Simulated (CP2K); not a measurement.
# Cs (Im-3m) in CP2K: reference runs

Reference runs on Cs: the cell as given and a disturbed copy.

All numbers are computed with CP2K 2026.2; they aren't measurements. Logs are shortened: lines on timing, memory, paths and dates and some standing lists are left out, and cuts for length are marked.

### 1 The structure

The structure is cubic, space group Im-3m (No. 229). The conventional cell has a = 6.257 Å, b = 6.257 Å, c = 6.257 Å, α = 90.00°, β = 90.00°, γ = 90.00°.

### 2 Single point, PBE

Input file cs_scf.inp:

```
&GLOBAL
  PROJECT cs_scf
  RUN_TYPE ENERGY_FORCE
  PRINT_LEVEL LOW
&END GLOBAL
&FORCE_EVAL
  METHOD QS
  STRESS_TENSOR ANALYTICAL
  &DFT
    BASIS_SET_FILE_NAME BASIS_MOLOPT_UZH
    POTENTIAL_FILE_NAME POTENTIAL_UZH
    &MGRID
      CUTOFF 450
      REL_CUTOFF 60
      NGRIDS 4
    &END MGRID
    &QS
      METHOD GPW
      EPS_DEFAULT 1.0E-10
    &END QS
    &KPOINTS
      SCHEME MONKHORST-PACK 6 6 6
      GAMMA_CENTERED T
      SYMMETRY T
      SYMMETRY_BACKEND SPGLIB
    &END KPOINTS
    &SCF
      SCF_GUESS ATOMIC
      EPS_SCF 1.0E-6
      MAX_SCF 100
      ADDED_MOS 8
      CHOLESKY OFF
      EPS_EIGVAL 1.0E-7
      &DIAGONALIZATION ON
        ALGORITHM STANDARD
      &END DIAGONALIZATION
      &MIXING ON
        METHOD BROYDEN_MIXING
        ALPHA 0.4
        BETA 1.5
        NBUFFER 8
      &END MIXING
      &SMEAR ON
        METHOD FERMI_DIRAC
        ELECTRONIC_TEMPERATURE [K] 580.226
      &END SMEAR
    &END SCF
    &XC
      &XC_FUNCTIONAL
        &GGA_X_PBE
        &END GGA_X_PBE
        &GGA_C_PBE
        &END GGA_C_PBE
      &END XC_FUNCTIONAL
    &END XC
    &PRINT
      &KPOINTS ON
      &END KPOINTS
      &MULLIKEN ON
      &END MULLIKEN
      &MO ON
        ENERGIES T
        OCCUPATION_NUMBERS T
        &EACH
          QS_SCF 0
        &END EACH
        ADD_LAST NUMERIC
      &END MO
      &LOWDIN ON
      &END LOWDIN
      &HIRSHFELD ON
        SHAPE_FUNCTION DENSITY
      &END HIRSHFELD
      &E_DENSITY_CUBE ON
        STRIDE 1
      &END E_DENSITY_CUBE
      &V_HARTREE_CUBE ON
        STRIDE 1
      &END V_HARTREE_CUBE
      &ELF_CUBE ON
        STRIDE 1
      &END ELF_CUBE
    &END PRINT
  &END DFT
  &SUBSYS
    &CELL
      A 5.4186604360 0.0000000000 0.0000000000
      B -1.8062201453 5.1087620524 0.0000000000
      C -1.8062201453 -2.5543810262 4.4243177192
      PERIODIC XYZ
    &END CELL
    &COORD
      Cs  0.0000000000 0.0000000000 0.0000000000
    &END COORD
    &KIND Cs
      BASIS_SET TZVP-MOLOPT-PBE-GTH-q9
      POTENTIAL GTH-PBE-q9
    &END KIND
    &PRINT
      &ATOMIC_COORDINATES ON
      &END ATOMIC_COORDINATES
      &CELL ON
      &END CELL
    &END PRINT
  &END SUBSYS
  &PRINT
    &FORCES ON
    &END FORCES
    &STRESS_TENSOR ON
    &END STRESS_TENSOR
  &END PRINT
&END FORCE_EVAL
```

Potentials or basis: POTENTIAL_UZH Cs GTH-PBE-q9; TZVP-MOLOPT-PBE-GTH basis.

Command:

```console
OMP_NUM_THREADS=1 cp2k.psmp -i cs_scf.inp -o cs_scf.out
```

cs_scf.out:

```text

 CP2K| version string:                                       CP2K version 2026.2
 CP2K| Input file name                                                cs_scf.inp

 GLOBAL| Force Environment number                                              1
 GLOBAL| Basis set file name                                    BASIS_MOLOPT_UZH
 GLOBAL| Potential file name                                       POTENTIAL_UZH
 GLOBAL| MM Potential file name                                     MM_POTENTIAL
 GLOBAL| Coordinate file name                                      __STD_INPUT__
 GLOBAL| Method name                                                        CP2K
 GLOBAL| Project name                                                     cs_scf
 GLOBAL| Run type                                                   ENERGY_FORCE
 GLOBAL| FFT library                                                       FFTW3
[... 6 lines left out ...]
 GLOBAL| Total number of message passing processes                             1
 GLOBAL| Number of threads for this process                                    1
 GLOBAL| CPU model name                          Intel(R) Xeon(R) Platinum 8488C

 CELL| Volume [angstrom^3]:                                           122.476825
 CELL| Vector a [angstrom]:       5.419     0.000     0.000   |a| =     5.418660
 CELL| Vector b [angstrom]:      -1.806     5.109     0.000   |b| =     5.418660
 CELL| Vector c [angstrom]:      -1.806    -2.554     4.424   |c| =     5.418660
 CELL| Angle (b,c), alpha [degree]:                                   109.471221
 CELL| Angle (a,c), beta  [degree]:                                   109.471221
 CELL| Angle (a,b), gamma [degree]:                                   109.471221
 CELL| Numerically orthorhombic:                                              NO
 CELL| Periodicity                                                           XYZ

 CELL_REF| Volume [angstrom^3]:                                       122.476825
 CELL_REF| Vector a [angstrom     5.419     0.000     0.000   |a| =     5.418660
 CELL_REF| Vector b [angstrom    -1.806     5.109     0.000   |b| =     5.418660
 CELL_REF| Vector c [angstrom    -1.806    -2.554     4.424   |c| =     5.418660
 CELL_REF| Angle (b,c), alpha [degree]:                               109.471221
 CELL_REF| Angle (a,c), beta  [degree]:                               109.471221
 CELL_REF| Angle (a,b), gamma [degree]:                               109.471221
 CELL_REF| Numerically orthorhombic:                                          NO
 CELL_REF| Periodicity                                                       XYZ
[... 9 lines left out ...]
 TOTAL NUMBERS AND MAXIMUM NUMBERS

  Total number of            - Atomic kinds:                                   1
                             - Atoms:                                          1
                             - Shell sets:                                     1
                             - Shells:                                         8
                             - Primitive Cartesian functions:                  6
                             - Cartesian basis functions:                     19
                             - Spherical basis functions:                     18

  Maximum angular momentum of- Orbital basis functions:                        2
                             - Local part of the GTH pseudopotential:          2
                             - Non-local part of the GTH pseudopotential:      3

 MODULE QUICKSTEP: ATOMIC COORDINATES IN ANGSTROM

   Atom Kind Element         X             Y             Z       Z(eff)     Mass
      1    1 Cs   55      0.000000      0.000000      0.000000   9.0000 132.9055

 SCF PARAMETERS         Density guess:                                    ATOMIC
                        --------------------------------------------------------
                        max_scf:                                             100
[... 7 lines left out ...]
                        --------------------------------------------------------
                        level_shift [a.u.]:                             0.000000
                        added MOs                                         8    0
                        --------------------------------------------------------
                        Mixing method:                            BROYDEN_MIXING
[... 11 lines left out ...]
 *******************************************************************************
 BRILLOUIN| K-point scheme                                        Monkhorst-Pack
 BRILLOUIN| K-Point grid                                             6    6    6
 BRILLOUIN| Gamma-centered k-point mesh                                     ON
 BRILLOUIN| K-point symmetry accuracy                               0.100000E-05
[... 27 lines left out ...]
 Number of occupied orbitals:                                                  5
 Number of molecular orbitals:                                                13

 Number of orbital functions:                                                 18
 Number of independent orbital functions:                                     18

 SCF WAVEFUNCTION OPTIMIZATION

  Step     Update method      Time    Convergence         Total energy    Change
  ------------------------------------------------------------------------------
     1 NoMix/Diag. 0.40E+00    1.1     0.55138476       -20.1238296669 -2.01E+01
     2 Broy./Diag. 0.40E+00    1.5     0.00059153       -20.1136625017  1.02E-02
     3 Broy./Diag. 0.40E+00    1.3     0.00257926       -20.1278527732 -1.42E-02
     4 Broy./Diag. 0.40E+00    1.2     0.00164623       -20.1354643466 -7.61E-03
     5 Broy./Diag. 0.40E+00    1.2     0.00082629       -20.1317855101  3.68E-03
     6 Broy./Diag. 0.40E+00    1.2     0.00055254       -20.1245909241  7.19E-03
     7 Broy./Diag. 0.40E+00    1.2     0.00003980       -20.1222507851  2.34E-03
     8 Broy./Diag. 0.40E+00    1.3     0.00005286       -20.1220962417  1.55E-04
     9 Broy./Diag. 0.40E+00    1.2     0.00001085       -20.1221006686 -4.43E-06
    10 Broy./Diag. 0.40E+00    1.2     0.00000451       -20.1221296686 -2.90E-05
    11 Broy./Diag. 0.40E+00    1.2     0.00000361       -20.1220959983  3.37E-05
    12 Broy./Diag. 0.40E+00    1.2     0.00000038       -20.1220821284  1.39E-05

  *** SCF run converged in    12 steps ***

  Electronic density on regular grids:         -9.0000000000       -0.0000000000
  Core density on regular grids:                8.9999999986       -0.0000000014
  Total charge density on r-space grids:       -0.0000000014
  Total charge density g-space grids:          -0.0000000014

  Overlap energy of the core charge distribution:               0.00000000000000
  Self energy of the core charge distribution:                -42.35788237380675
  Core Hamiltonian energy:                                      8.17954722002337
  Hartree energy:                                              17.19989670374709
  Exchange-correlation energy:                                 -3.14298629020764
  Electronic entropic energy:                                  -0.00065738807351
  Fermi energy:                                                 0.05515644282800

  Total energy:                                               -20.12208212843196
  Total energy (extrapolated to T->0):                        -20.12175343439520

 MO| EIGENVALUES AND OCCUPATION NUMBERS FOR K POINT 1
 MO|
 MO|  Index      Eigenvalue [a.u.]        Eigenvalue [eV]             Occupation
 MO|      1              -0.822427             -22.379378               2.000000
 MO|      2              -0.339821              -9.246995               2.000000
 MO|      3              -0.339821              -9.246995               2.000000
 MO|      4              -0.337503              -9.183928               2.000000
 MO|      5               0.086617               2.356974               0.000000
 MO|      6               0.088620               2.411472               0.000000
 MO|      7               0.088620               2.411472               0.000000
 MO|      8               0.175171               4.766633               0.000000
 MO|      9               0.187913               5.113366               0.000000
 MO|     10               0.187913               5.113366               0.000000
 MO|     11               0.245235               6.673193               0.000000
 MO|     12               0.245235               6.673193               0.000000
 MO|     13               0.292080               7.947909               0.000000
[... 235 lines left out ...]
 MO|      2              -0.336984              -9.169794               2.000000
 MO|      3              -0.336984              -9.169794               2.000000
 MO|      4              -0.336984              -9.169794               2.000000
 MO|      5              -0.004915              -0.133750               2.000000
 MO|      6               0.148277               4.034832               0.000000
 MO|      7               0.148277               4.034832               0.000000
 MO|      8               0.148277               4.034832               0.000000
 MO|      9               0.183428               4.991337               0.000000
 MO|     10               0.183428               4.991337               0.000000
 MO|     11               0.371325              10.104277               0.000000
 MO|     12               0.371325              10.104277               0.000000
 MO|     13               0.371325              10.104277               0.000000
 MO| Sum:                                                              10.000000
 MO| E(Fermi):            0.055156 a.u.          1.500883 eV

 [... the levels of further k-points ...]

 The electron density is written in Cube    file format to the file:

 cs_scf-ELECTRON_DENSITY-1_0.cube

 !-----------------------------------------------------------------------------!
                     Mulliken Population Analysis

 #  Atom  Element  Kind  Atomic population                           Net charge
       1     Cs       1          9.000000                             -0.000000
 # Total charge                              9.000000                 -0.000000

 !-----------------------------------------------------------------------------!

 !-----------------------------------------------------------------------------!
                           Hirshfeld Charges

  #Atom  Element  Kind  Ref Charge     Population                    Net charge
      1       Cs     1       9.000          9.000                        -0.000

  Total Charge                                                           -0.000
 !-----------------------------------------------------------------------------!

 LOWDIN POPULATION ANALYSIS

 #  Atom  Element  Kind  Atomic population                           Net charge
       1     Cs       1          9.000000                             -0.000000
 # Total charge                              9.000000                 -0.000000

               ----- ELF is computed on the real space grid -----

 ELF is written in Cube    file format to the file:

 cs_scf-ELF_S1-1_0.cube

 ENERGY| Total FORCE_EVAL ( QS ) energy [hartree]            -20.122079662147211

 FORCES| Atomic forces [hartree/bohr]
 FORCES|   Atom     x               y               z               |f|
 FORCES|      1 -2.84245069E-14  1.80742190E-14 -4.76982963E-15   3.40203065E-14
 FORCES| Sum    -2.84245069E-14  1.80742190E-14 -4.76982963E-15
 FORCES| Total atomic force                                       3.40203065E-14

 STRESS| Analytical stress tensor [bar]
 STRESS|                        x                   y                   z
 STRESS|      x       -7.00671056729E+02  -1.76201192292E-03  -3.07483901240E-03
 STRESS|      y       -1.76201192292E-03  -7.00672349177E+02  -4.34683139216E-03
 STRESS|      z       -3.07483901240E-03  -4.34683139216E-03  -7.00677334976E+02
 STRESS| 1/3 Trace                                            -7.00673580294E+02
 STRESS| Determinant                                          -3.43991116100E+08

 STRESS| Eigenvectors and eigenvalues of the analytical stress tensor [bar]
 STRESS|                        1                   2                   3
 STRESS| Eigenvalues  -7.00681103122E+02  -7.00669838762E+02  -7.00669798998E+02
 STRESS|      x           0.332661250294      0.412980472228      0.847811076898
 STRESS|      y           0.472280456299     -0.851107731969      0.229274506173
 STRESS|      z           0.816264456626      0.324133858369     -0.478173168118
```

It took 21 s on 1 thread of Intel Xeon Platinum 8488C (Sapphire Rapids), shared host; peak memory 0.44 GiB.

Results:

| Property | Result |
| --- | --- |
| Free energy | -547.5496 eV |
| Pressure | -0.1 GPa |
| Band gap on the k mesh | none (metal or under the smearing width) |

Levels at points of the mesh, in eV from the Fermi level:
```tsv
k point	band 2	band 3	band 4	band 5	band 6	band 7
(0.00, 0.00, 0.00)	-10.67	-10.67	-10.67	-1.63	2.53	2.53
(0.00, 0.00, 0.50)	-10.78	-10.71	-10.67	0.05	0.84	1.76
(0.50, 0.50, 0.50)	-10.75	-10.75	-10.75	0.84	0.84	3.03
```

Caveat: the basis of atomic orbitals isn't converged, which shifts pressures, moduli and gaps.

### 3 Single point, PBE (cell strained at random at fixed volume)

Changes to cs_scf.inp since step 2:

```diff
@@ -14,3 +14,3 @@
       REL_CUTOFF 60
-      NGRIDS 4
+      NGRIDS 5
     &END MGRID
@@ -48,7 +48,3 @@
     &XC
-      &XC_FUNCTIONAL
-        &GGA_X_PBE
-        &END GGA_X_PBE
-        &GGA_C_PBE
-        &END GGA_C_PBE
+      &XC_FUNCTIONAL PBE
       &END XC_FUNCTIONAL
@@ -73,11 +69,2 @@
       &END HIRSHFELD
-      &E_DENSITY_CUBE ON
-        STRIDE 1
-      &END E_DENSITY_CUBE
-      &V_HARTREE_CUBE ON
-        STRIDE 1
-      &END V_HARTREE_CUBE
-      &ELF_CUBE ON
-        STRIDE 1
-      &END ELF_CUBE
     &END PRINT
@@ -86,5 +73,5 @@
     &CELL
-      A 5.4186604360 0.0000000000 0.0000000000
-      B -1.8062201453 5.1087620524 0.0000000000
-      C -1.8062201453 -2.5543810262 4.4243177192
+      A 5.6304171240 0.0000000000 0.0000000000
+      B -1.8232748279 4.9888793291 0.0000000000
+      C -1.9740194324 -2.4229989252 4.3602396050
       PERIODIC XYZ
@@ -92,3 +79,3 @@
     &COORD
-      Cs  0.0000000000 0.0000000000 0.0000000000
+      Cs  -0.0187453718 0.0227878940 0.0139266053
     &END COORD
```

Potentials or basis: POTENTIAL_UZH Cs GTH-PBE-q9; TZVP-MOLOPT-PBE-GTH basis.

Command:

```console
OMP_NUM_THREADS=1 cp2k.psmp -i cs_scf.inp -o cs_scf.out
```

Run time: 20 s. Hardware: 1 thread of Intel Xeon Platinum 8488C (Sapphire Rapids), shared host; peak memory 0.44 GiB.

Results (log left out):

* Free energy: -547.5493 eV
* Pressure: -0.1 GPa
* Band gap on the k mesh: none (metal or under the smearing width)

Levels at points of the mesh, in eV from the Fermi level:
```csv
k point,band 1,band 2,band 3,band 4,band 5,band 6,band 7,band 8,band 9
"(0.00, 0.00, 0.00)",-23.89,-10.68,-10.67,-10.67,-1.63,2.39,2.46,2.71,3.46
"(0.00, 0.00, 0.50)",-23.88,-10.79,-10.72,-10.67,0.09,0.90,1.74,3.19,3.73
"(0.00, 0.50, 0.00)",-23.88,-10.79,-10.72,-10.67,0.09,0.90,1.81,3.10,3.64
"(0.00, 0.50, 0.50)",-23.88,-10.79,-10.72,-10.67,0.13,0.96,1.72,3.17,3.70
"(0.50, 0.00, 0.00)",-23.88,-10.78,-10.70,-10.67,0.01,0.77,1.70,3.37,3.89
"(0.50, 0.00, 0.50)",-23.88,-10.78,-10.70,-10.67,-0.02,0.74,1.80,3.27,3.82
"(0.50, 0.50, 0.00)",-23.88,-10.79,-10.70,-10.67,0.03,0.79,1.75,3.28,3.83
"(0.50, 0.50, 0.50)",-23.88,-10.77,-10.76,-10.74,0.82,0.85,2.95,3.03,3.16
```

Caveat: the basis of atomic orbitals isn't converged, which shifts pressures, moduli and gaps. Spin-orbit coupling is left out, which matters for the levels of Cs.
